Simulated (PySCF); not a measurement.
Telling isomers of C6H8 apart by NMR

No solvent, a single conformation, averaged over atoms made equivalent by symmetry, fast rotation or ring inversion, relativity neglected. Shielding tensors at PBE0/pcSseg-1 (GIAO); geometry from GFN2-xTB; PySCF 2.14.0 with density-fitted response routines.

References, each an isolated molecule treated in the same way: $^{1}$H, $^{13}$C against TMS. Where no couplings were computed, multiplicities follow the n + 1 count of equivalent neighbours, and m marks all less simple cases (inequivalent or close neighbours, rings, F or P nearby). Shifts are as computed. Against solution values, carbons near 30 ppm lie about +3 ppm off and those near 130 ppm about +5 ppm. Of 1211 compounds with measured shifts, 218 miss one by over three times the rms of a fit or turn the order of signals round; such compounds aren't used in these exercises.

(1) Tabulate the signals of `C=CC#CCC`, `C1=CCCC=C1` and their relative energies.

(2) What is the quickest way to tell C=CC#CCC from C1=CCCC=C1?

Results:

(1) 
```json
{"SMILES": "C=CC#CCC", "carbon types": "2×C 1×CH 2×CH2 1×CH3", "δC": "134.0, 125.8, 103.6, 86.5, 17.1, 16.5", "δH": "6.06 (m, 1H), 5.94 (m, 1H), 5.68 (m, 1H), 2.52 (q, 2H), 1.25 (t, 3H)", "E rel. (kcal/mol)": "33.3"}
{"SMILES": "C1=CCCC=C1", "carbon types": "4×CH 2×CH2", "δC": "133.7, 132.0, 25.7", "δH": "6.21 (m, 2H), 6.05 (m, 2H), 2.25 (m, 4H)", "E rel. (kcal/mol)": "0.0"}
```

Energies are electronic energies at PBE0/pcSseg-1 on these geometries, without zero-point or thermal terms, each for the one conformer computed, which needn't be the lowest.

(2) Count the carbon signals: 6 against 3. The first has a terminal =CH2 carbon at 134.0 ppm, the second an allylic sp3 CH2 at 25.7 ppm. Their most deshielded carbons lie at 134.0 and 133.7 ppm.
